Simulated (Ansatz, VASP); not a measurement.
**HgTe in VASP and in Ansatz**

```xyz
2
Lattice="0.0000 3.3264 3.3264 3.3264 0.0000 3.3264 3.3264 3.3264 0.0000" Properties=species:S:1:pos:R:3 pbc="T T T"
Hg    0.0000    0.0000    0.0000
Te    1.6632    1.6632    1.6632
```

Alike in both runs: functional PBE; k mesh 12 × 12 × 12; occupations gaussian, width 0.1 eV; no spin polarisation.

Ansatz relaxed the structure, and its values are those at the end. VASP's run is a single point on that final structure, the one shown.

|  | VASP | Ansatz |
| --- | --- | --- |
| version | VASP 6.6.1 | Ansatz 0.2.0 |
| potentials or method | VASP PAW PBE potentials, release 64 (Hg, Te) | scalar-relativistic, plane waves, PAW |
| plane-wave cutoff (eV) | 520 | 420 |
| valence electrons in the cell | 18 | 36 |

|  | VASP | Ansatz | Ansatz less VASP |
| --- | --- | --- | --- |
| gap on the k mesh at the Fermi level (eV) | none | none | - |
| pressure (GPa) | 0.0 | 0.0 | -0.05 |

A gap of «none» marks a metal or a gap that the smearing closes. The two sets of potentials don't hold the same shells in valence.

Spin-orbit coupling is left out, which matters for the levels of Hg, Te.
